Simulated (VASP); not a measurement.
Crystal: KBr.

```xyz
2
Lattice="0.0000 3.2945 3.2945 3.2945 0.0000 3.2945 3.2945 3.2945 0.0000" Properties=species:S:1:pos:R:3 pbc="T T T"
K     0.0000    0.0000    0.0000
Br    3.2945    3.2945    3.2945
```

The cell is a database's computed one.

```yaml
Program: VASP 6.6.1
Task: relaxation of cell and atoms
Functional: PBE
Potentials_or_basis: VASP PAW PBE potentials, release 64 (K_sv, Br)
Cutoff: 600 eV
k_mesh: 6 × 6 × 6
Occupations: gaussian, width 0.02 eV
Spin: no spin polarisation
```

At the start: pressure 0.8 GPa; volume 35.76 Å³/atom.

Question: Where does the relaxation end?

Answer: Over 4 steps the energy falls by 5.1 meV/atom and the volume is 37.79 Å³/atom (+5.7 %); space group Fm-3m (No. 225, to 0.05 Å).

Step by step:
| step | energy change (eV) | largest force (eV/Å) | pressure (GPa) | volume (Å³) |
| --- | --- | --- | --- | --- |
| 1 | 0.0000 | 0.0000 | 0.85 | 71.52 |
| 2 | -0.0077 | 0.0000 | 0.40 | 73.50 |
| 3 | -0.0102 | 0.0000 | -0.03 | 75.77 |
| 4 | -0.0102 | 0.0000 | 0.00 | 75.58 |

Final structure:
```
CELL_PARAMETERS angstrom
0.00000 3.35580 3.35580
3.35580 0.00000 3.35580
3.35580 3.35580 0.00000
ATOMIC_POSITIONS crystal
K 0.00000 0.00000 0.00000
Br 0.50000 0.50000 0.50000
```
